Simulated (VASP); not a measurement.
# ZrC (Fm-3m) in VASP: notebook

The runs below take ZrC through single point, relaxation of cell and atoms, with PBE.

Everything below comes from runs of VASP 6.6.1. Logs are shortened: lines on timing, memory, paths and dates and some standing lists are left out, and cuts for length are marked.

## 1. The structure

The structure is cubic, space group Fm-3m (No. 225). Conventional cell: a = 4.709 Å, b = 4.709 Å, c = 4.709 Å, α = 90.00°, β = 90.00°, γ = 90.00°. Zr (site symmetry m-3m) is surrounded by 6 C at 2.35 Å. C (site symmetry m-3m) is surrounded by 6 Zr at 2.35 Å.

## 2. Single point, PBE

File INCAR:

```
PREC = Accurate ; ENCUT = 520
EDIFF = 1E-7 ; ISMEAR = -1
SIGMA = 0.02 ; LREAL = False
LASPH = True ; NELM = 60
ALGO = Normal ; ISIF = 2
LWAVE = False ; LCHARG = False
GGA = PE ; NBANDS = 15
```

File KPOINTS:

```
regular mesh
0
Gamma
  8 8 8
```

File POSCAR:

```
ZrC
1.0
    0.0000000000      2.3544119299      2.3544119299
    2.3544119299      0.0000000000      2.3544119299
    2.3544119299      2.3544119299      0.0000000000
Zr C
1 1
Direct
    0.5000000000      0.5000000000      0.5000000000
    0.0000000000      0.0000000000      0.0000000000
```

Potentials or basis: VASP PAW PBE potentials, release 64 (Zr_sv, C).

Started as:

```
$ cat potpaw_PBE.64/Zr_sv/POTCAR potpaw_PBE.64/C/POTCAR > POTCAR
$ mpirun -np 1 vasp_std > vasp.out
```

OUTCAR:

```text
PREC = Accurate
   ENCUT = 520
   EDIFF = 1E-7
   ISMEAR = -1
   LREAL = False
   LASPH = True
   NELM = 60
   ISIF = 2
   GGA = PE

 ion  position               nearest neighbor table
   1  0.500  0.500  0.500-   2 2.35   2 2.35   2 2.35   2 2.35   2 2.35   2 2.35
   2  0.000  0.000  0.000-   1 2.35   1 2.35   1 2.35   1 2.35   1 2.35   1 2.35

  LATTYP: Found a face centered cubic cell.
 ALAT       =     4.7088238598

  Lattice vectors:

 A1 = (   0.0000000000,   2.3544119299,   2.3544119299)
 A2 = (   2.3544119299,   0.0000000000,   2.3544119299)
 A3 = (   2.3544119299,   2.3544119299,   0.0000000000)

Analysis of symmetry for initial positions (statically):
=====================================================================
 Subroutine PRICEL returns:
 Original cell was already a primitive cell.

 Routine SETGRP: Setting up the symmetry group for a
 face centered cubic supercell.

 Subroutine GETGRP returns: Found 48 space group operations
 (whereof 48 operations were pure point group operations)
 out of a pool of 48 trial point group operations.

The static configuration has the point symmetry O_h .

Analysis of symmetry for dynamics (positions and initial velocities):
=====================================================================
 Subroutine PRICEL returns:
 Original cell was already a primitive cell.

 Routine SETGRP: Setting up the symmetry group for a
 face centered cubic supercell.

 Subroutine GETGRP returns: Found 48 space group operations
 (whereof 48 operations were pure point group operations)
 out of a pool of 48 trial point group operations.

The dynamic configuration has the point symmetry O_h .

 Subroutine INISYM returns: Found 48 space group operations
 (whereof 48 operations are pure point group operations),
 and found     1 'primitive' translations

----------------------------------------------------------------------------------------

                                     Primitive cell

  volume of cell :      26.1022

  direct lattice vectors                    reciprocal lattice vectors
     0.000000000  2.354411930  2.354411930    -0.212367256  0.212367256  0.212367256
     2.354411930  0.000000000  2.354411930     0.212367256 -0.212367256  0.212367256
     2.354411930  2.354411930  0.000000000     0.212367256  0.212367256 -0.212367256

  length of vectors
     3.329641283  3.329641283  3.329641283     0.367830876  0.367830876  0.367830876

  position of ions in fractional coordinates (direct lattice)
     0.500000000  0.500000000  0.500000000
     0.000000000  0.000000000  0.000000000

  ion indices of the primitive-cell ions
   primitive index   ion index
                 1           1
                 2           2

----------------------------------------------------------------------------------------

 KPOINTS: regular mesh

Automatic generation of k-mesh.
 Grid dimensions read from file:
 generate k-points for:    8    8    8

 Generating k-lattice:

  Cartesian coordinates                     Fractional coordinates (reciprocal lattice)
    -0.026545907  0.026545907  0.026545907     0.125000000  0.000000000  0.000000000
     0.026545907 -0.026545907  0.026545907     0.000000000  0.125000000  0.000000000
     0.026545907  0.026545907 -0.026545907     0.000000000  0.000000000  0.125000000

  Length of vectors
     0.045978860  0.045978860  0.045978860

  Shift w.r.t. Gamma in fractional coordinates (k-lattice)
     0.000000000  0.000000000  0.000000000

 Subroutine IBZKPT returns following result:
 ===========================================

 Found     29 irreducible k-points:

 Following reciprocal coordinates:
            Coordinates               Weight
  0.000000  0.000000  0.000000      1.000000
  0.125000  0.000000  0.000000      8.000000
  0.250000  0.000000  0.000000      8.000000
  0.375000  0.000000  0.000000      8.000000
  0.500000  0.000000  0.000000      4.000000
  0.125000  0.125000  0.000000      6.000000
[... 16 lines left out ...]
  0.500000  0.250000  0.125000     48.000000
 -0.375000  0.250000  0.125000     24.000000
 [... further k-points ...]
   k-points           NKPTS =     29   k-points in BZ     NKDIM =     29   number of bands    NBANDS=     15
   number of dos      NEDOS =    301   number of ions     NIONS =      2
   total plane-waves  NPLWV =  21952
   dimension x,y,z NGX =    28 NGY =   28 NGZ =   28
   dimension x,y,z NGXF=    56 NGYF=   56 NGZF=   56
   ions per type =               1   1
   NGX,Y,Z   is equivalent  to a cutoff of  13.98, 13.98, 13.98 a.u.
   NGXF,Y,Z  is equivalent  to a cutoff of  27.96, 27.96, 27.96 a.u.
 SYSTEM =  unknown system
   PREC   = accura    normal or accurate (medium, high low for compatibility)
   ISTART =      0    job   : 0-new  1-cont  2-samecut
   ICHARG =      2    charge: 1-file 2-atom 10-const
   ISPIN  =      1    spin polarized calculation?
   LNONCOLLINEAR =      F non collinear calculations
   LSORBIT =      F    spin-orbit coupling
   LASPH  =      T    aspherical Exc in radial PAW
   ENCUT  =  520.0 eV  38.22 Ry    6.18 a.u.   6.19  6.19  6.19*2*pi/ulx,y,z
   NELM   =     60;   NELMIN=  2; NELMDL= -5     # of ELM steps
   EDIFF  = 0.1E-06   stopping-criterion for ELM
   LREAL  =      F    real-space projection
   EDIFFG = 0.1E-05   stopping-criterion for IOM
   NSW    =      0    number of steps for IOM
   IBRION =     -1    ionic relax: 0-MD 1-quasi-New 2-CG
   NFREE  =      0    steps in history (QN), initial steepest desc. (CG)
   ISIF   =      2    stress and relaxation
   ISYM   =      2    0-nonsym 1-usesym 2-fastsym
   POTIM  = 0.5000    time-step for ionic-motion
   TEBEG  =    0.0;   TEEND  =   0.0 temperature during run
   PSTRESS=    0.0 pullay stress
   NELECT =      16.0000    total number of electrons
   NUPDOWN=      -1.0000    fix difference up-down
   EMIN   =  10.00;   EMAX   =-10.00  energy-range for DOS
   EFERMI =   0.00;   METHOD = LEGACY
   ISMEAR =    -1;   SIGMA  =   0.02  broadening in eV -4-tet -1-fermi 0-gaus
   EFERMI_NEDOS =   21; number of points for ismear=-14 and -15
   IALGO  =     38    algorithm
   IMIX   =      4    mixing-type and parameters
     AMIX     =   0.40;   BMIX     =  1.00
     AMIX_MAG =   1.60;   BMIX_MAG =  1.00
  volume/ion in A,a.u.               =      13.05        88.07
  Fermi-wavevector in a.u.,A,eV,Ry     =   1.390665  2.627975 26.312958  1.933948
  Thomas-Fermi vector in A             =   2.514578
   LORBIT       =      0    0 simple, 1 ext, 2 COOP (PROOUT), +10 PAW based schemes
   GGA     = PE    functional components
   LHFCALC =     F    Hartree Fock is set to
   AEXX    =    0.0000 exact exchange contribution
   IVDW    =     0    specifies the selected vdW correction
   LEPSILON=     F    determine dielectric tensor
   LRPA    =     F    only Hartree local field effects (RPA)
 non-spin polarized calculation
  energy-cutoff  :      520.00
  volume of cell :       26.10
 maximum number of plane-waves:       725
 NGX is ok and might be reduce to    28
   NGX = 13   NGY = 13   NGZ = 13

 number of electron      16.0000000 magnetization

 Free energy of the ion-electron system (eV)
  ---------------------------------------------------
  ext. energy  EPLUGINS =         0.00000000
  ---------------------------------------------------
  free energy    TOTEN  =       -19.45928671 eV

  energy without entropy =      -19.45858798  energy(sigma->0) =      -19.45893735

 E-fermi :   9.4985     XC(G=0): -12.1065

 val. band max:        9.4981933438   @ k =   0.1250   0.1250   0.0000
 cond. band min:       9.6067110619   @ k =   0.5000   0.5000   0.0000
 fundamental gap:      0.1085177181
 Fermi energy:         9.4985147485

 k-point     1 :       0.0000    0.0000    0.0000
  band No.  band energies     occupation
      1     -38.5748      2.00000
      2     -16.2888      2.00000
      3     -16.2888      2.00000
      4     -16.2888      2.00000
      5      -1.7348      2.00000
      6      10.4869      0.00000
      7      10.4869      0.00000
      8      10.4869      0.00000
      9      10.6434      0.00000
     10      10.6434      0.00000
     11      10.6434      0.00000
     12      12.3481      0.00000
     13      12.3481      0.00000
     14      16.8000      0.00000
     15      20.0056      0.00000

 k-point     2 :       0.1250    0.0000    0.0000
  band No.  band energies     occupation
      1     -38.5604      2.00000
      2     -16.4197      2.00000
      3     -16.3003      2.00000
      4     -16.3003      2.00000
      5      -1.3903      2.00000
      6       8.7986      2.00000
      7       9.1700      2.00000
      8       9.1700      2.00000
      9      11.1421      0.00000
     10      11.1421      0.00000
     11      11.6012      0.00000
     12      13.8891      0.00000
     13      13.8891      0.00000
     14      17.5011      0.00000
     15      20.9179      0.00000

 k-point     3 :       0.2500    0.0000    0.0000
  band No.  band energies     occupation
      1     -38.5256      2.00000
      2     -16.7229      2.00000
      3     -16.3279      2.00000
      4     -16.3279      2.00000
      5      -0.4865      2.00000
      6       6.8228      2.00000
      7       7.8038      2.00000
      8       7.8038      2.00000
      9      12.1033      0.00000
     10      12.1033      0.00000
     11      12.3254      0.00000
     12      16.2909      0.00000
     13      16.2909      0.00000
     14      18.5618      0.00000
     15      22.6137      0.00000

 k-point     4 :       0.3750    0.0000    0.0000
  band No.  band energies     occupation
      1     -38.4904      2.00000
      2     -17.0101      2.00000
      3     -16.3552      2.00000
      4     -16.3552      2.00000
      5       0.6446      2.00000
      6       5.1165      2.00000
      7       6.9344      2.00000
      8       6.9344      2.00000
      9      13.3460      0.00000
     10      13.3460      0.00000
     11      13.4793      0.00000
     12      17.7373      0.00000
     13      18.5182      0.00000
     14      18.5182      0.00000
     15      23.7810      0.00000
[... 307 lines left out ...]
 k-point    22 :       0.3750    0.2500    0.1250
  band No.  band energies     occupation
      1     -38.4995      2.00000
      2     -16.7793      2.00000
      3     -16.4828      2.00000
      4     -16.3728      2.00000
      5      -0.1319      2.00000
      6       6.0454      2.00000
      7       7.8259      2.00000
      8       7.8693      2.00000
      9      10.9078      0.00000
     10      13.7714      0.00000
     11      13.9186      0.00000
     12      14.8476      0.00000
     13      17.4079      0.00000
     14      20.1756      0.00000
     15      23.5165      0.00000

 k-point    23 :       0.5000    0.2500    0.1250
  band No.  band energies     occupation
      1     -38.4712      2.00000
      2     -16.9311      2.00000
      3     -16.5618      2.00000
      4     -16.4140      2.00000
      5       0.4205      2.00000
      6       5.5406      2.00000
      7       7.1246      2.00000
      8       7.4321      2.00000
      9      11.8365      0.00000
     10      14.1442      0.00000
     11      14.5876      0.00000
     12      16.1702      0.00000
     13      18.2651      0.00000
     14      20.2004      0.00000
     15      23.1950      0.00000

 k-point    24 :      -0.3750    0.2500    0.1250
  band No.  band energies     occupation
      1     -38.4595      2.00000
      2     -16.9965      2.00000
      3     -16.5825      2.00000
      4     -16.4391      2.00000
      5       0.6566      2.00000
      6       5.3099      2.00000
      7       7.0395      2.00000
      8       7.1646      2.00000
      9      12.9146      0.00000
     10      13.3382      0.00000
     11      14.7814      0.00000
     12      17.5217      0.00000
     13      18.2737      0.00000
     14      19.7669      0.00000
     15      23.1542      0.00000

 [... further k-points ...]
[... 5 lines left out ...]
  --------------------------------------------------------------------------------------
  -------------------------------------------------------------------------------------
  Total        0.0360131      0.0360131      0.0360131     -0.0000000      0.0000000      0.0000000
  in kB        2.2105161      2.2105161      2.2105161     -0.0000000      0.0000000      0.0000000
  external PRESSURE =       2.2105161 kB  Pullay stress =       0.0000000 kB

 VOLUME and BASIS-vectors are now :
 -----------------------------------------------------------------------------
  energy-cutoff  :      520.00
  volume of cell :       26.10
      direct lattice vectors                 reciprocal lattice vectors
     0.000000000  2.354411930  2.354411930    -0.212367256  0.212367256  0.212367256
     2.354411930  0.000000000  2.354411930     0.212367256 -0.212367256  0.212367256
     2.354411930  2.354411930  0.000000000     0.212367256  0.212367256 -0.212367256

 POSITION                                       TOTAL-FORCE (eV/Angst)
 -----------------------------------------------------------------------------------
      2.35441      2.35441      2.35441        -0.000000      0.000000     -0.000000
      0.00000      0.00000      0.00000         0.000000     -0.000000      0.000000
 -----------------------------------------------------------------------------------
    total drift:                                0.000000      0.000000      0.000000

  FREE ENERGIE OF THE ION-ELECTRON SYSTEM (eV)
  ---------------------------------------------------
  free  energy   TOTEN  =       -19.4592867145 eV

  energy  without entropy=      -19.4585879803  energy(sigma->0) =      -19.45893735
```

Run time: 9.7 s. Hardware: 1 thread of Intel Xeon Platinum 8488C (Sapphire Rapids), shared host; peak memory 0.16 GiB.

What came out:

```
Free energy            : -19.4593 eV
Pressure               : 0.2 GPa
Band gap on the k mesh : none (metal or under the smearing width)
```

## 3. Relaxation of cell and atoms, PBE

This run uses another cell than the first one, of 13.23 Å³/atom, 1.014 times its volume.

File INCAR:

```
PREC     = Accurate       # precision mode
ENCUT    = 600            # plane-wave cutoff, eV
EDIFF    = 1E-7           # SCF threshold, eV
ISMEAR   = -1             # smearing method
SIGMA    = 0.02           # smearing width, eV
LREAL    = F              # projectors in reciprocal space
LASPH    = T              # aspherical terms in the spheres
NELM     = 60             # most SCF steps
ALGO     = Fast           # electronic algorithm
ISIF     = 3              # what is computed and relaxed
LWAVE    = F              # write WAVECAR
LCHARG   = F              # write CHGCAR
GGA      = PE             # functional
IBRION   = 2              # ionic algorithm
NSW      = 80             # ionic steps
EDIFFG   = -0.005         # ionic threshold
```

File KPOINTS:

```
Automatic mesh
0
Gamma
  8 8 8
```

File POSCAR:

```
ZrC
1.0
    0.0000000000      2.3650000000      2.3650000000
    2.3650000000      0.0000000000      2.3650000000
    2.3650000000      2.3650000000      0.0000000000
Zr C
1 1
Direct
    0.5000000000      0.5000000000      0.5000000000
    0.0000000000      0.0000000000      0.0000000000
```

Potentials or basis: VASP PAW PBE potentials, release 64 (Zr_sv, C).

Started as:

```
$ cat potpaw_PBE.64/Zr_sv/POTCAR potpaw_PBE.64/C/POTCAR > POTCAR
$ mpirun -np 1 vasp_std > vasp.out
```

It took 48 s on 1 thread of Intel Xeon Platinum 8488C (Sapphire Rapids), shared host; peak memory 0.16 GiB.

It converged, with:

| Item | Value |
| --- | --- |
| Free energy | -19.4605 eV |
| Relaxed volume | 13.06 Å³/atom |
| Relaxed cell | a = 3.330 Å, b = 3.330 Å, c = 3.330 Å, α = 60.00°, β = 60.00°, γ = 60.00° |
| Space group after relaxing (to 0.05 Å) | Fm-3m (No. 225) |
| Energy gained by relaxing | 1.5 meV/atom |
| Ionic steps | 3 |
| Pressure after relaxing | 0.0 GPa |
| Band gap on the k mesh | none (metal or under the smearing width) |

Step by step:
| step | energy change (eV) | largest force (eV/Å) | pressure (GPa) | volume (Å³) |
| --- | --- | --- | --- | --- |
| 1 | 0.0000 | 0.0000 | -2.78 | 26.46 |
| 2 | 0.0048 | 0.0000 | 4.78 | 25.59 |
| 3 | -0.0030 | 0.0000 | -0.02 | 26.12 |

Final structure:
```yaml
crystal:
  lattice:
    - [0.00000, 2.35495, 2.35495]
    - [2.35495, 0.00000, 2.35495]
    - [2.35495, 2.35495, 0.00000]
  atoms:
    - { symbol: Zr, position: [0.50000, 0.50000, 0.50000] }
    - { symbol: C, position: [0.00000, 0.00000, 0.00000] }
```

Levels at points of the mesh, in eV from the Fermi level:
```tsv
k point	band 4	band 5	band 6	band 7	band 8	band 9	band 10	band 11	band 12
(0.00, 0.00, 0.00)	-25.79	-11.23	0.99	0.99	0.99	1.14	1.14	1.14	2.85
(0.50, 0.00, 0.00)	-25.87	-8.19	-5.22	-2.86	-2.86	4.52	4.52	5.35	6.56
(0.50, 0.50, 0.00)	-26.07	-10.07	-2.02	-1.69	0.11	0.11	4.47	5.67	5.67
```
